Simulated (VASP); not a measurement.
Y:

```
CELL_PARAMETERS angstrom
-1.88602 1.88602 1.88602
1.88602 -1.88602 1.88602
1.88602 1.88602 -1.88602
ATOMIC_POSITIONS crystal
Y 0.00000 0.00000 0.00000
```

The cell was built by a generator and needn't be a form met in nature.

- Program: VASP 6.6.1
- Task: relaxation of cell and atoms
- Functional: r2SCAN
- Potentials or basis: VASP PAW PBE potentials, release 64 (Y_sv)
- Cutoff: 600 eV
- k mesh: 7 × 7 × 7
- Occupations: fermi-dirac, width 0.1 eV
- Spin: no spin polarisation

At the start: pressure 12.1 GPa; volume 26.83 Å³/atom.

Q: Where does the relaxation end?

A: Over 3 steps the energy falls by 227.5 meV/atom and the volume is 33.68 Å³/atom (+25.5 %); space group Im-3m (No. 229, to 0.05 Å).

Step by step:
| step | energy change (eV) | largest force (eV/Å) | pressure (GPa) | volume (Å³) |
| --- | --- | --- | --- | --- |
| 1 | 0.0000 | 0.0000 | 12.13 | 26.83 |
| 2 | -0.2165 | 0.0000 | -1.87 | 35.53 |
| 3 | -0.2275 | 0.0000 | -0.01 | 33.68 |

Final structure:
```
Y
1.0
    -2.03435    2.03435    2.03435
     2.03435   -2.03435    2.03435
     2.03435    2.03435   -2.03435
Y
1
Cartesian
  0.0000 0.0000 0.0000
```

Caveat: the volume moved by over 15 % at a fixed basis, so the end points are rough; the PAW data sets were made with another functional, which shifts forces and pressure a little.
